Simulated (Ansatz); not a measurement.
Runs of Ansatz 0.2.0 on Se. The structure is trigonal, space group P3_121 (No. 152). The conventional cell has a = 4.366 Å, b = 4.366 Å, c = 4.954 Å, α = 90.00°, β = 90.00°, γ = 120.00°. Se (site symmetry 2) has 2 Se at 2.37 Å as nearest neighbours. 

```csv
task,level,potentials or basis,k mesh,cutoff (eV),smearing,basis error allowed,gap on the mesh (eV),pressure (GPa),largest force (eV/Å)
band structure,PBEsol,"all-electron LAPW, non-relativistic",7 × 7 × 6,298,fermi-dirac 0.05 eV,0.002 eV/atom,1.15,0.6,0.27
band structure,LDA,"all-electron LAPW, scalar-relativistic",7 × 7 × 6,299,fermi-dirac 0.05 eV,0.002 eV/atom,1.10,(a),(b)
band structure,PBEsol,"all-electron LAPW, scalar-relativistic",7 × 7 × 6,299,fermi-dirac 0.05 eV,0.002 eV/atom,1.14,0.2,0.28
single point,PBE,"all-electron LAPW, scalar-relativistic",4 × 4 × 4,299,fermi-dirac 0.04 eV,0.002 eV/atom,1.21,2.8,0.40
single point,PBE,"all-electron LAPW, scalar-relativistic",7 × 7 × 6,326,fermi-dirac 0.05 eV,0.001 eV/atom,1.22,2.8,0.40
```

Alike in all rows: no spin polarisation; cell as given.

Estimate the missing entries.

(a) -1.3; (b) 0.21.

Caveats: the mesh misses the band edges, which the band path finds closer together (some runs); relativity is left out, which matters for the heavier elements (some runs); an odd mesh through Γ misses points on the zone boundary, where band edges often lie (some runs).

A k mesh can miss the band edges, and the runs leave out spin-orbit coupling on Se.

Not every run made on this cell is shown here.
